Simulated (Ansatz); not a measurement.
ZnSe (Stilleite):

```xyz
2
Lattice="0.0000 2.8338 2.8338 2.8338 0.0000 2.8338 2.8338 2.8338 0.0000" Properties=species:S:1:pos:R:3 pbc="T T T"
Se    4.2507    4.2507    4.2507
Zn    0.0000    0.0000    0.0000
```

Below is the output of Ansatz 0.2.0 for this cell. Logs are shortened: lines on timing, memory, paths and dates and some standing lists are left out, and cuts for length are marked.

```text
Warning: RAYON_NUM_THREADS=2 ignored (pool sized by the plan → 2); use --threads N
Engine: ansatz 0.2.0, x86_64-unknown-linux-gnu
Pseudopotentials: kind: paw
Pseudopotential: Se, paw, valence charge 16, recommended cutoff 420 eV (normal), Se.paw.azcp
Pseudopotential: Zn, paw, valence charge 12, recommended cutoff 420 eV (normal), Zn.paw.azcp
Functional definition: HF
  exchange = exact_x
  correlation = 0
Crystal: 2 atoms, lattice volume = 45.513 Å³
Basis set: ecut = 420 eV, 893 PW (Γ)
Bands: 18, of which v1, the nominal top of the filled ones, is band 14 counted from 1 (13 counted from 0)
Symmetry: 24 space group operations
Space group: F-43m (ITA 216), of the structure as read, at distance tolerance 3.6e-5 Å
k-points: 8 of 64 (time reversal used)
Non-local potential: Se, projectors of the file, l = 0: 2, l = 1: 2, l = 2: 3, l = 3: 1
Non-local potential: Zn, projectors of the file, l = 0: 2, l = 1: 2, l = 2: 3, l = 3: 1
PAW form: soft (Blöchl's): semilocal exchange-correlation on the pseudo side does not see the compensation charge
PAW frozen core: Se, regenerated for the run's functional, and the local potential with it (the file was generated under x = pbe(κ = 0.804, μ = 0.2195149727645171), c = pbe(β = 0.06672455060314922))
PAW frozen core: Zn, regenerated for the run's functional, and the local potential with it (the file was generated under x = pbe(κ = 0.804, μ = 0.2195149727645171), c = pbe(β = 0.06672455060314922))
PAW one-centre angular grid: Se, 590 points (default); XC on 64 Gauss nodes
PAW one-centre angular grid: Zn, 590 points (default); XC on 64 Gauss nodes
Initial density: superposition of atomic densities (neutral atoms: chi_scale 0, normalization atom), corrected by the library's trained network
Initial wavefunctions: pseudopotential atomic-orbital guess
Functional: x = pbe(κ = 0.804, μ = 0.2195149727645171), c = none, warm-up for x = 0 pbe(κ = 0.804, μ = 0.2195149727645171) + 1 exact, c = none
SCF iter   1: F=—  HF=-8704.691387 eV  |F-HF|=—  |Δ(HF+E_count)|=         —  Δρ=4.10e-3  dr2=3.96e-3  ethr=1.77e-3  ⟨swp⟩=8.5  Hψ=685  notcnv=0
[... 238 lines left out ...]
hybrid SCF converged: 4 outer / 16 inner (+0 warm-up), last move |dexx| = 1.71e-11 eV, tail = 7.73e-12 eV
Stability not checked: this state was not tested for a lower state beside it, because the functional holds exact exchange (a hybrid, or Hartree-Fock), whose exchange loop this test does not read (fock_operator; see scf.lower_state_search)
Free energy (F): -8712.497346 eV
Frozen-core exchange: fock
Harris-Foulkes:  -8712.497346 eV  (|F-HF|=1.82e-12)
Internal energy: -8712.497346 eV  (E = F + TS)
E sigma→0 (E₀):  -8712.497346 eV
Fermi energy:    6.868195 eV
--- Per-component energies (eV) ---
  E_band       = -716.878412
  E_kinetic    = 244.566614
  E_local      = -4570.407633  (includes V_loc(G=0)·N_el)
  E_nonlocal   = 22.656766
  E_hartree    = 2129.890492
  E_xc         = 0.000000
  E_vxc        = 0.000000  (∫ρ·V_xc dr)
  E_exx        = -490.660650  (= α·E_x^exact, valence–valence)
  E_paw        = -3420.713736  (= ΣΔE_a)
  E_vpaw       = 307.847127  (= ΣTr[D̂ρ^β])
  E_aug_tail   = -0.000982  (compensation charges beyond the density's cutoff)
  E_ewald      = -2625.947217
  E_core_change = -1.881001  (= ΣΔE_core)
  E_smearing   = -0.000000  (= −TS)
  E_closure    = 0.000001  (closes the sum)
  Σ components = -8712.497346   (vs F -8712.497346, Δ=1.82e-12)
--- Forces (eV/Å), atoms counted from 1 ---
  atom   1  Se     0.00000000    -0.00000000    -0.00000000
  atom   2  Zn    -0.00000000     0.00000000     0.00000000
  max |Σ_I F_I| component: 1.22e-16 eV/Å
--- Stress (GPa, compression-positive) ---
       -0.009814      -0.000000      -0.000000
       -0.000000      -0.009814       0.000000
       -0.000000       0.000000      -0.009814
  P = ⅓ Tr σ = -0.0098 GPa (-0.098 kbar)
--- Band table (eV; the first three rows and the last of 8) ---
  k-point 0: bands = ["-57.9851", "-57.9851", "-57.9851", "-57.9806", "-57.9806", "-14.3027", "-11.1766", "-11.1766", "-11.1766", "-10.9626", "-10.9626", "2.6177", "2.6177", "2.6177", "11.0637", "16.0651"]
  k-point 1: bands = ["-57.9852", "-57.9852", "-57.9850", "-57.9806", "-57.9806", "-13.9483", "-11.1525", "-11.1525", "-10.9871", "-10.9642", "-10.9642", "-0.6501", "2.1556", "2.1556", "12.6715", "16.5542"]
  k-point 2: bands = ["-57.9853", "-57.9853", "-57.9849", "-57.9804", "-57.9804", "-13.5916", "-11.1316", "-11.1316", "-10.9619", "-10.9619", "-10.6221", "-3.0717", "1.7407", "1.7407", "12.4871", "16.4626"]
  k-point 7: bands = ["-57.9853", "-57.9851", "-57.9851", "-57.9805", "-57.9803", "-13.3945", "-11.1000", "-11.0826", "-10.9899", "-10.9618", "-10.3943", "-2.3362", "-0.4674", "0.0128", "14.8726", "16.0393"]
  guard bands above this table: 2 of the run's 18 bands. The solve was not asked for them (output.publish_guard_bands: true or output.eigenvalues: true publishes all)
--- Relaxed structure (4 steps of the walk, 4 accepted, 1 SCFs on fresh bases) ---
  F+E_penalty+E_count = -8712.49734650 eV   max|allowed force component| = 6.390e-17 eV/Å   (the final SCF, on the basis selected at the relaxed cell)
  cell:  # Å, volume = 50.6335 Å³
    - [1.7833802115134564e-33, 2.9363148598092135, 2.9363148598092135]
    - [2.9363148598092135, 4.127251346645429e-33, 2.9363148598092135]
    - [2.9363148598092135, 2.9363148598092135, 6.165400159803664e-33]
  atoms:
    - { symbol: Se, position: [0.75, 0.75, 0.75] }
    - { symbol: Zn, position: [1.0109467119330979e-33, -4.1627217550186386e-34, -1.2601436605328532e-33] }
```

**Question.** Write the input and the command behind it.

**Answer.** Relaxation of cell and atoms with HF, no spin polarisation. The files as run (others can give the same):

input.yaml
```yaml
crystal:
  lattice:
    - [0.0, 2.8338, 2.8338]
    - [2.8338, 0.0, 2.8338]
    - [2.8338, 2.8338, 0.0]
  atoms:
    - { symbol: Se, position: [0.75, 0.75, 0.75] }
    - { symbol: Zn, position: [0.0, 0.0, 0.0] }
hamiltonian:
  xc: hf
  pseudopotentials: { kind: paw }
kpoints:
  mp_grid: { grid: [4, 4, 4] }
scf:
  occupations: { method: fermi_dirac, width: 0.05 }
output:
  forces: true
  stress: true
relax:
  f_tol: 0.01
  max_steps: 40
  cell: { stress_tol: 0.05 }
```

Potentials or basis: Ansatz PAW.
The run is started by
```bash
$ ansatz run input.yaml --threads 2 --pin off --max-ram 5632MiB --backend cpu --events-out ev --progress --plain --runs-dir out
```

Caveat: the k mesh is coarse (spacing up to 0.48 Å⁻¹), so the values aren't converged, least of all with exact exchange; the plane-wave basis is chosen anew once the cell has moved, so the energies of steps on either side of that aren't comparable; the volume moved by +11 % from the deposited cell, more than functionals usually miss; the PAW data sets come from PBE, with cores solved anew for the run's functional, which leaves a small shift of forces and pressure.
